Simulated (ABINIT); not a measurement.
# C in ABINIT: the effect of target pressure

Crystal: C.

```
C
1.0
     0.00000    1.78337    1.78337
     1.78337    0.00000    1.78337
     1.78337    1.78337    0.00000
C
2
Direct
  0.75000 0.75000 0.75000
  0.50000 0.50000 0.50000
```

This isn't the form of C at room conditions, which is graphite.

Alike in all runs:

* Program: ABINIT 10.8.3 (patched build)
* Task: relaxation of cell and atoms
* Functional: PBE
* Potentials or basis: JTH PAW PBE v2.0
* Cutoff: 517 eV
* k mesh: 13 × 13 × 13
* Occupations: fermi-dirac, width 0.05 eV
* Spin: no spin polarisation

Each run relaxes the cell or the atoms first.

Task: One run gave: relaxed volume 5.69 Å³/atom; gap on the mesh 4.13 eV. Which target pressure did it use?
A. 10 GPa
B. 30 GPa
C. 0 GPa
D. 5 GPa
E. 20 GPa

Result: C.

```tsv
target pressure	relaxed volume (Å³/atom)	gap on the mesh (eV)
0 GPa	5.69	4.13
5 GPa	5.62	4.16
10 GPa	5.56	4.18
20 GPa	5.45	4.23
30 GPa	5.35	4.27
```

Caveats: an odd mesh through Γ misses points on the zone boundary, where band edges often lie; the atomic spheres overlap.
